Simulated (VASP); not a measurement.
# SnS2 (Berndtite-2T) (P-3m1) in VASP: notebook, part 2 of 2

VASP 6.6.1.

**3. Relaxation of cell and atoms, LDA**

This run uses another cell than the first one, of 22.43 Å³/atom, 0.971 times its volume.

INCAR

```
  ALGO = Normal
  EDIFF = 1E-6
  EDIFFG = -0.01
  ENCUT = 600
  IBRION = 2
  ISIF = 3
  ISMEAR = 0
  LASPH = True
  LCHARG = False
  LREAL = False
  LWAVE = False
  NELM = 80
  NSW = 90
  PREC = Accurate
  SIGMA = 0.03
```

KPOINTS

```
k-points
0
Gamma
  9 9 5
```

POSCAR

```
SnS2
1.0
    3.6390000000      0.0000000000      0.0000000000
   -1.8195000000      3.1514664444      0.0000000000
    0.0000000000      0.0000000000      5.8680000000
Sn S
1 2
Direct
    0.0000000000      0.0000000000      0.0000000000
    0.3333333333      0.6666666667      0.2500000000
    0.6666666667      0.3333333333      0.7500000000
```

Potentials or basis: VASP PAW LDA potentials, release 64 (Sn_d, S).

On the command line:

```
> cat potpaw_LDA.64/Sn_d/POTCAR potpaw_LDA.64/S/POTCAR > POTCAR
> mpirun -np 1 vasp_std > vasp.out
```

OUTCAR:

```text
EDIFF = 1E-6
   EDIFFG = -0.01
   ENCUT = 600
   IBRION = 2
   ISIF = 3
   ISMEAR = 0
   LASPH = True
   LREAL = False
   NELM = 80
   NSW = 90
   PREC = Accurate

 ion  position               nearest neighbor table
   1  0.000  0.000  0.000-   2 2.56   3 2.56   3 2.56   2 2.56   3 2.56   2 2.56
   2  0.333  0.667  0.250-   1 2.56   1 2.56   1 2.56
   3  0.667  0.333  0.750-   1 2.56   1 2.56   1 2.56

  LATTYP: Found a hexagonal cell.
 ALAT       =     3.6390000000
 C/A-ratio  =     1.6125309151

  Lattice vectors:

 A1 = (   3.6390000000,   0.0000000000,   0.0000000000)
 A2 = (  -1.8195000000,   3.1514664444,   0.0000000000)
 A3 = (   0.0000000000,   0.0000000000,   5.8680000000)

Analysis of symmetry for initial positions (statically):
=====================================================================
 Subroutine PRICEL returns:
 Original cell was already a primitive cell.

 Routine SETGRP: Setting up the symmetry group for a
 hexagonal supercell.

 Subroutine GETGRP returns: Found 12 space group operations
 (whereof 12 operations were pure point group operations)
 out of a pool of 24 trial point group operations.

The static configuration has the point symmetry D_3d.

Analysis of symmetry for dynamics (positions and initial velocities):
[... 272 lines left out ...]

[... ionic steps 4 to 10 ...]

--------------------------------------- Ionic step       11  -------------------------------------------

 number of electron      25.9999997 magnetization

------------------------ aborting loop because EDIFF is reached ----------------------------------------
[... 69 lines left out ...]
--------------------------------------- Ionic step       13  -------------------------------------------

 number of electron      25.9999996 magnetization

 Free energy of the ion-electron system (eV)
  ---------------------------------------------------
  ext. energy  EPLUGINS =         0.00000000
  ---------------------------------------------------
  free energy    TOTEN  =       -15.07278366 eV

  energy without entropy =      -15.07278366  energy(sigma->0) =      -15.07278366

 E-fermi :   5.3371     XC(G=0): -10.2104

 val. band max:        5.2006482169   @ k =   0.0000   0.0000   0.0000
 cond. band min:       6.3324014969   @ k =   0.0000   0.4444   0.4000
 fundamental gap:      1.1317532800
 Fermi energy:         5.3370587892

 k-point     1 :       0.0000    0.0000    0.0000
  band No.  band energies     occupation
      1     -15.8626      2.00000
      2     -15.8626      2.00000
      3     -15.8120      2.00000
      4     -15.7830      2.00000
      5     -15.7830      2.00000
      6      -8.9260      2.00000
[... 457 lines left out ...]
      4     -15.7832      2.00000
      5     -15.7617      2.00000
      6      -7.9002      2.00000
[... 9 lines left out ...]
     16      10.8550      0.00000
     17      12.0400      0.00000

 [... further k-points ...]

------------------------ aborting loop because EDIFF is reached ----------------------------------------

  FORCE on cell =-STRESS in cart. coord.  units (eV):
  Direction    XX          YY          ZZ          XY          YZ          ZX
  --------------------------------------------------------------------------------------
  -------------------------------------------------------------------------------------
  Total        0.0063894      0.0063894     -0.0040078      0.0000000      0.0000000      0.0000000
  in kB        0.1571542      0.1571542     -0.0985755      0.0000000      0.0000000      0.0000000
  external PRESSURE =       0.0719110 kB  Pullay stress =       0.0000000 kB
[... 18 lines left out ...]
  FREE ENERGIE OF THE ION-ELECTRON SYSTEM (eV)
  ---------------------------------------------------
  free  energy   TOTEN  =       -15.0727836602 eV

  energy  without entropy=      -15.0727836602  energy(sigma->0) =      -15.07278366

 reached required accuracy - stopping structural energy minimisation
```

Wall time 3.4 min (1 thread of Intel Xeon 6975P-C (Granite Rapids), shared host); peak memory 0.21 GiB.

What came out:

```
Free energy                            : -15.0728 eV
Relaxed volume                         : 21.71 Å³/atom
Relaxed cell                           : a = 3.632 Å, b = 3.632 Å, c = 5.703 Å, α = 90.00°, β = 90.00°, γ = 120.00°
Space group after relaxing (to 0.05 Å) : P-3m1 (No. 164)
Energy gained by relaxing              : 1.7 meV/atom
Ionic steps                            : 13
Pressure after relaxing                : 0.0 GPa
Largest force after relaxing           : 0.004 eV/Å
Band gap on the k mesh                 : 1.13 eV, indirect (least direct gap 1.63 eV)
```

Forces on the atoms (eV/Å):
```
Sn   0.000  0.000  0.000
S    0.000  0.000 -0.004
S    0.000  0.000  0.004
```

The path:
| step | energy change (eV) | largest force (eV/Å) | pressure (GPa) | volume (Å³) |
| --- | --- | --- | --- | --- |
| 1 | 0.0000 | 0.0005 | -0.68 | 67.30 |
| 2 | -0.0007 | 0.1368 | 0.46 | 66.38 |
| 3 | -0.0012 | 0.0838 | 0.00 | 66.73 |
| 4 | -0.0018 | 0.0673 | 0.02 | 66.58 |
| 5 | -0.0029 | 0.0179 | 0.04 | 66.14 |
| 6 | -0.0019 | 0.0823 | 0.14 | 65.25 |
| 7 | -0.0030 | 0.0089 | 0.10 | 65.89 |
| 8 | -0.0035 | 0.0143 | 0.05 | 65.83 |
| 9 | -0.0045 | 0.0300 | -0.13 | 65.65 |
| 10 | -0.0048 | 0.0608 | -0.41 | 65.29 |
| 11 | -0.0049 | 0.0485 | -0.34 | 65.43 |
| 12 | -0.0051 | 0.0206 | 0.17 | 64.97 |
| 13 | -0.0052 | 0.0045 | 0.01 | 65.14 |

Final structure:
```
CELL_PARAMETERS angstrom
3.63168 0.00000 0.00000
-1.81584 3.14512 0.00000
0.00000 0.00000 5.70294
ATOMIC_POSITIONS crystal
Sn 0.00000 0.00000 0.00000
S 0.33333 0.66667 0.25731
S 0.66667 0.33333 0.74269
```

Caveat: spin-orbit coupling is left out, which moves the levels of the heavy elements; an odd mesh through Γ misses points on the zone boundary, where band edges often lie.

**4. Relaxation of cell and atoms, LDA**

This run uses another cell than the first one, of 21.71 Å³/atom, 0.940 times its volume.

INCAR, as its differences from that of step 3:

```diff
@@ -1,4 +1,4 @@
   ALGO = Normal
-  EDIFF = 1E-6
-  EDIFFG = -0.01
+  EDIFF = 1E-7
+  EDIFFG = -0.005
   ENCUT = 600
```

KPOINTS is that of step 3.

POSCAR

```
SnS2                                    
1.0
    3.6316759530     -0.0000000000      0.0000000000
   -1.8158379765      3.1451236336      0.0000000000
   -0.0000000000     -0.0000000000      5.7029362723
  Sn              S             
     1     2
Direct
     0.0000000000000000    0.0000000000000000    0.0000000000000000
     0.3333333332999970    0.6666666667000030    0.2573133141060909
     0.6666666667000030    0.3333333332999970    0.7426866858939091
```

Potentials or basis: VASP PAW LDA potentials, release 64 (Sn_d, S).

On the command line:

```
> cat potpaw_LDA.64/Sn_d/POTCAR potpaw_LDA.64/S/POTCAR > POTCAR
> mpirun -np 1 vasp_std > vasp.out
```

OUTCAR:

```text
EDIFF = 1E-7
   EDIFFG = -0.005
   ENCUT = 600
   IBRION = 2
   ISIF = 3
   ISMEAR = 0
   LASPH = True
   LREAL = False
   NELM = 80
   NSW = 90
   PREC = Accurate

 ion  position               nearest neighbor table
   1  0.000  0.000  0.000-   2 2.56   3 2.56   2 2.56   3 2.56   3 2.56   2 2.56
   2  0.333  0.667  0.257-   1 2.56   1 2.56   1 2.56
   3  0.667  0.333  0.743-   1 2.56   1 2.56   1 2.56

  LATTYP: Found a hexagonal cell.
 ALAT       =     3.6316759530
 C/A-ratio  =     1.5703318099

  Lattice vectors:

 A1 = (   3.6316759530,   0.0000000000,   0.0000000000)
 A2 = (  -1.8158379765,   3.1451236336,   0.0000000000)
 A3 = (   0.0000000000,   0.0000000000,   5.7029362723)

Analysis of symmetry for initial positions (statically):
=====================================================================
 Subroutine PRICEL returns:
 Original cell was already a primitive cell.

 Routine SETGRP: Setting up the symmetry group for a
 hexagonal supercell.

 Subroutine GETGRP returns: Found 12 space group operations
 (whereof 12 operations were pure point group operations)
 out of a pool of 24 trial point group operations.

The static configuration has the point symmetry D_3d.

Analysis of symmetry for dynamics (positions and initial velocities):
=====================================================================
 Subroutine PRICEL returns:
 Original cell was already a primitive cell.

 Routine SETGRP: Setting up the symmetry group for a
 hexagonal supercell.

 Subroutine GETGRP returns: Found 12 space group operations
 (whereof 12 operations were pure point group operations)
 out of a pool of 24 trial point group operations.

The dynamic configuration has the point symmetry D_3d.

 Subroutine INISYM returns: Found 12 space group operations
 (whereof 12 operations are pure point group operations),
 and found     1 'primitive' translations

----------------------------------------------------------------------------------------

                                     Primitive cell

  volume of cell :      65.1393

  direct lattice vectors                    reciprocal lattice vectors
     3.631675953  0.000000000  0.000000000     0.275354964  0.158976262  0.000000000
    -1.815837976  3.145123634  0.000000000     0.000000000  0.317952525  0.000000000
     0.000000000  0.000000000  5.702936272     0.000000000  0.000000000  0.175348268

  length of vectors
     3.631675953  3.631675953  5.702936272     0.317952525  0.317952525  0.175348268

  position of ions in fractional coordinates (direct lattice)
     0.000000000  0.000000000  0.000000000
     0.333333333  0.666666667  0.257313314
     0.666666667  0.333333333  0.742686686

  ion indices of the primitive-cell ions
   primitive index   ion index
                 1           1
                 2           2
                 3           3

----------------------------------------------------------------------------------------

 KPOINTS: k-points

Automatic generation of k-mesh.
 Grid dimensions read from file:
 generate k-points for:    9    9    5

 Generating k-lattice:

  Cartesian coordinates                     Fractional coordinates (reciprocal lattice)
     0.030594996  0.017664029  0.000000000     0.111111111  0.000000000  0.000000000
     0.000000000  0.035328058  0.000000000     0.000000000  0.111111111  0.000000000
     0.000000000  0.000000000  0.035069654     0.000000000  0.000000000  0.200000000

  Length of vectors
     0.035328058  0.035328058  0.035069654

  Shift w.r.t. Gamma in fractional coordinates (k-lattice)
     0.000000000  0.000000000  0.000000000

 Subroutine IBZKPT returns following result:
 ===========================================

 Found     50 irreducible k-points:

 Following reciprocal coordinates:
            Coordinates               Weight
  0.000000  0.000000  0.000000      1.000000
  0.111111  0.000000  0.000000      6.000000
  0.222222 -0.000000  0.000000      6.000000
  0.333333  0.000000  0.000000      6.000000
  0.444444 -0.000000  0.000000      6.000000
  0.111111  0.111111  0.000000      6.000000
[... 16 lines left out ...]
  0.222222  0.111111  0.200000     12.000000
 -0.111111  0.333333  0.200000     12.000000
 [... further k-points ...]
   k-points           NKPTS =     50   k-points in BZ     NKDIM =     50   number of bands    NBANDS=     17
   number of dos      NEDOS =    301   number of ions     NIONS =      3
   total plane-waves  NPLWV =  43200
   dimension x,y,z NGX =    30 NGY =   30 NGZ =   48
   dimension x,y,z NGXF=    60 NGYF=   60 NGZF=   96
   ions per type =               1   2
   NGX,Y,Z   is equivalent  to a cutoff of  13.73, 13.73, 13.99 a.u.
   NGXF,Y,Z  is equivalent  to a cutoff of  27.47, 27.47, 27.98 a.u.
 SYSTEM =  unknown system
   PREC   = accura    normal or accurate (medium, high low for compatibility)
   ISTART =      0    job   : 0-new  1-cont  2-samecut
   ICHARG =      2    charge: 1-file 2-atom 10-const
   ISPIN  =      1    spin polarized calculation?
   LNONCOLLINEAR =      F non collinear calculations
   LSORBIT =      F    spin-orbit coupling
   LASPH  =      T    aspherical Exc in radial PAW
   ENCUT  =  600.0 eV  44.10 Ry    6.64 a.u.   7.25  7.25 11.39*2*pi/ulx,y,z
   NELM   =     80;   NELMIN=  2; NELMDL= -5     # of ELM steps
   EDIFF  = 0.1E-06   stopping-criterion for ELM
   LREAL  =      F    real-space projection
   EDIFFG = -.5E-02   stopping-criterion for IOM
   NSW    =     90    number of steps for IOM
   IBRION =      2    ionic relax: 0-MD 1-quasi-New 2-CG
   NFREE  =      1    steps in history (QN), initial steepest desc. (CG)
   ISIF   =      3    stress and relaxation
   ISYM   =      2    0-nonsym 1-usesym 2-fastsym
   POTIM  = 0.5000    time-step for ionic-motion
   TEBEG  =    0.0;   TEEND  =   0.0 temperature during run
   PSTRESS=    0.0 pullay stress
   NELECT =      26.0000    total number of electrons
   NUPDOWN=      -1.0000    fix difference up-down
   EMIN   =  10.00;   EMAX   =-10.00  energy-range for DOS
   EFERMI =   0.00;   METHOD = LEGACY
   ISMEAR =     0;   SIGMA  =   0.03  broadening in eV -4-tet -1-fermi 0-gaus
   EFERMI_NEDOS =   21; number of points for ismear=-14 and -15
   IALGO  =     38    algorithm
   IMIX   =      4    mixing-type and parameters
     AMIX     =   0.40;   BMIX     =  1.00
     AMIX_MAG =   1.60;   BMIX_MAG =  1.00
  volume/ion in A,a.u.               =      21.71       146.53
  Fermi-wavevector in a.u.,A,eV,Ry     =   1.205364  2.277807 19.767933  1.452902
  Thomas-Fermi vector in A             =   2.341062
   LORBIT       =      0    0 simple, 1 ext, 2 COOP (PROOUT), +10 PAW based schemes
   GGA     = CA    functional components
   LHFCALC =     F    Hartree Fock is set to
   AEXX    =    0.0000 exact exchange contribution
   IVDW    =     0    specifies the selected vdW correction
   LEPSILON=     F    determine dielectric tensor
   LRPA    =     F    only Hartree local field effects (RPA)
 conjugate gradient relaxation of ions
 non-spin polarized calculation
 Gauss-broadening in eV      SIGMA  =   0.03
  energy-cutoff  :      600.00
  volume of cell :       65.14
 maximum number of plane-waves:      2207
 NGX is ok and might be reduce to    30
   NGX = 15   NGY = 15   NGZ = 23

 number of electron      25.9999996 magnetization

 Free energy of the ion-electron system (eV)
  ---------------------------------------------------
  ext. energy  EPLUGINS =         0.00000000
  ---------------------------------------------------
  free energy    TOTEN  =       -15.07263833 eV

  energy without entropy =      -15.07263833  energy(sigma->0) =      -15.07263833

 E-fermi :   5.3372     XC(G=0): -10.2103

 val. band max:        5.2007492570   @ k =   0.0000   0.0000   0.0000
 cond. band min:       6.3324974739   @ k =   0.0000   0.4444   0.4000
 fundamental gap:      1.1317482169
 Fermi energy:         5.3371694046

 k-point     1 :       0.0000    0.0000    0.0000
  band No.  band energies     occupation
      1     -15.8621      2.00000
      2     -15.8621      2.00000
      3     -15.8115      2.00000
      4     -15.7826      2.00000
      5     -15.7826      2.00000
      6      -8.9259      2.00000
[... 457 lines left out ...]
      4     -15.7827      2.00000
      5     -15.7612      2.00000
      6      -7.9001      2.00000
[... 9 lines left out ...]
     16      10.8551      0.00000
     17      12.0766      0.00000

 [... further k-points ...]

------------------------ aborting loop because EDIFF is reached ----------------------------------------

  FORCE on cell =-STRESS in cart. coord.  units (eV):
  Direction    XX          YY          ZZ          XY          YZ          ZX
  --------------------------------------------------------------------------------------
  -------------------------------------------------------------------------------------
  Total       -0.0010684     -0.0010684     -0.0148091      0.0000000      0.0000000      0.0000000
  in kB       -0.0262776     -0.0262776     -0.3642479      0.0000000      0.0000000      0.0000000
  external PRESSURE =      -0.1389344 kB  Pullay stress =       0.0000000 kB

 VOLUME and BASIS-vectors are now :
 -----------------------------------------------------------------------------
  energy-cutoff  :      600.00
  volume of cell :       65.14
      direct lattice vectors                 reciprocal lattice vectors
     3.631675953  0.000000000  0.000000000     0.275354964  0.158976262  0.000000000
    -1.815837976  3.145123634  0.000000000     0.000000000  0.317952525  0.000000000
     0.000000000  0.000000000  5.702936272     0.000000000  0.000000000  0.175348268

 POSITION                                       TOTAL-FORCE (eV/Angst)
 -----------------------------------------------------------------------------------
      0.00000      0.00000      0.00000        -0.000000      0.000000      0.000000
     -0.00000      2.09675      1.46744        -0.000000     -0.000000     -0.004786
      1.81584      1.04837      4.23549         0.000000      0.000000      0.004786
 -----------------------------------------------------------------------------------
    total drift:                                0.000000     -0.000000     -0.000000

  FREE ENERGIE OF THE ION-ELECTRON SYSTEM (eV)
  ---------------------------------------------------
  free  energy   TOTEN  =       -15.0726383344 eV

  energy  without entropy=      -15.0726383344  energy(sigma->0) =      -15.07263833

 reached required accuracy - stopping structural energy minimisation
```

Wall time 29 s (1 thread of Intel Xeon 6975P-C (Granite Rapids), shared host); peak memory 0.2 GiB.

What came out:

| Property | Result |
| --- | --- |
| Free energy | -15.0726 eV |
| Pressure after relaxing | 0.0 GPa |
| Largest force after relaxing | 0.005 eV/Å |
| Band gap on the k mesh | 1.13 eV, indirect (least direct gap 1.63 eV) |

Forces on the atoms (eV/Å):
```
Sn   0.000  0.000  0.000
S    0.000  0.000 -0.005
S    0.000  0.000  0.005
```

Final structure:
```
Sn S
1.0
     3.63168    0.00000    0.00000
    -1.81584    3.14512    0.00000
     0.00000    0.00000    5.70294
Sn S
1 2
Cartesian
  0.0000 0.0000 0.0000
  0.0000 2.0967 1.4674
  1.8158 1.0484 4.2355
```

Caveat: the relaxation stopped at its first step, so nothing moved; spin-orbit coupling is left out, which moves the levels of the heavy elements; an odd mesh through Γ misses points on the zone boundary, where band edges often lie.
